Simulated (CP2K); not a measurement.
NaF (Villiaumite):

```
Na F
1.0
     3.28098    0.00000    0.00000
     1.64049    2.84141    0.00000
     1.64049    0.94714    2.67891
Na F
1 1
Direct
  0.00000 0.00000 0.00000
  0.50000 0.50000 0.50000
```

Program: CP2K 2026.2. Alike in all runs: task band structure; no spin polarisation; cell as given; k mesh 10 × 10 × 10.

Task: Order these runs on this cell by their band gap on the k mesh, lowest first.
A. level TB-mBJ; potentials or basis POTENTIAL_UZH Na GTH-PBE-q9, F GTH-PBE-q7; TZVP-MOLOPT-PBE-GTH basis; smearing fermi-dirac 0.01 eV; EPS_DEFAULT 1.0E-10; NGRIDS 5; points a segment of the path (NPOINTS) 8; bands added on the path 4; CUTOFF of the grids 1400 Ry
B. level LDA; potentials or basis GTH_POTENTIALS Na GTH-PADE-q9, F GTH-PADE-q7; TZVP-MOLOPT-PBE-GTH basis; smearing fermi-dirac 0.01 eV; EPS_DEFAULT 1.0E-9; NGRIDS 4; points a segment of the path (NPOINTS) 10; bands added on the path 2; CUTOFF of the grids 1350 Ry
C. level PBEsol; potentials or basis POTENTIAL_UZH Na GTH-PBE-q9, F GTH-PBE-q7; TZVP-MOLOPT-PBE-GTH basis; smearing fermi-dirac 0.05 eV; EPS_DEFAULT 1.0E-9; NGRIDS 4; points a segment of the path (NPOINTS) 8; bands added on the path 6; CUTOFF of the grids 1350 Ry

Result: B (5.94 eV), C (6.11 eV), A (7.21 eV).

Caveats: the basis of atomic orbitals isn't converged, which shifts pressures, moduli and gaps; this is a model potential without an energy functional, so only levels have meaning (some runs).

